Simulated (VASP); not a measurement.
## Si2W: single point with PBE

Si2W:

```
Si W
1.0
     0.00000    2.94514    2.94514
     2.94514    0.00000    2.94514
     2.94514    2.94514    0.00000
Si W
2 1
Direct
  0.25000 0.25000 0.25000
  0.75000 0.75000 0.75000
  0.00000 0.00000 0.00000
```

The cell was built by a generator and needn't be a form met in nature.

```yaml
Program: VASP 6.6.1
Task: single point
Functional: PBE
Potentials_or_basis: VASP PAW PBE potentials, release 64 (Si, W_sv)
Cutoff: 520 eV
k_mesh: 14 × 14 × 14
Occupations: gaussian, width 0.1 eV
Spin: no spin polarisation
```

```
Pressure               : 0.0 GPa
Band gap on the k mesh : none (metal or under the smearing width)
```

Levels at points of the mesh, in eV from the Fermi level:
```
           k point  band 8  band 9  band 10  band 11  band 12  band 13  band 14  band 15
(0.00, 0.00, 0.00)   -4.44   -2.37    -0.91    -0.91     3.74     3.74     3.74     4.35
(0.50, 0.00, 0.00)   -3.74   -1.97    -0.32    -0.32    -0.20    -0.20     0.94     5.68
(0.50, 0.50, 0.00)   -2.95   -2.95    -1.25    -1.04    -1.04     0.49     5.20     6.22
```

Run time: 2.2 min on 1 thread of AMD EPYC 7R43 64-Core Processor (Zen 3), on a shared host, peak memory 0.19 GiB.

Spin-orbit coupling is left out, which matters for the levels of W.
